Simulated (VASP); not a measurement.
Wanted: the native input for a VASP 6.6.1 run.

```
Task                   : single point
Functional             : PBE
Potentials or basis    : VASP PAW PBE potentials, release 64 (Bi_d)
Cutoff                 : 520 eV
k mesh                 : 7 × 7 × 7
Occupations            : gaussian, width 0.1 eV
Spin                   : no spin polarisation
Further INCAR settings : ALGO = Normal; EDIFF = 1e-06
```

The structure of Bi lies in POSCAR:

```
Bi
1.0
    2.2675000000      1.3091417354      3.9380000000
   -2.2675000000      1.3091417354      3.9380000000
    0.0000000000     -2.6182834708      3.9380000000
Bi
2
Cartesian
    0.0000000000      0.0000000000      9.0495240000
    0.0000000000      0.0000000000      2.7644760000
```

These files were run (other wordings do the same):

INCAR

```
ALGO = Normal ; EDIFF = 1E-6
ENCUT = 520 ; GGA = PE
ISIF = 2 ; ISMEAR = 0
LASPH = T ; LCHARG = F
LREAL = F ; LWAVE = F
NELM = 80 ; PREC = Accurate
SIGMA = 0.1
```

KPOINTS

```
k-points
0
Gamma
  7 7 7
```

Potentials or basis: VASP PAW PBE potentials, release 64 (Bi_d).

Launch:

```bash
$ cat potpaw_PBE.64/Bi_d/POTCAR > POTCAR
$ mpirun -np 1 vasp_std > vasp.out
```

Results of the run:

The pressure is 2.0 GPa and the largest force is 0.205 eV/Å. The band gap on the k mesh is 0.27 eV, indirect (least direct gap 0.53 eV).

Caveat: spin-orbit coupling is left out, which as a rule narrows the gap of such compounds by several tenths of an eV; an odd mesh through Γ misses points on the zone boundary, where band edges often lie.

It took 28 s on 1 thread of AMD EPYC 9R45 96-Core Processor (Zen 5) (shared host), peak memory 0.19 GiB.
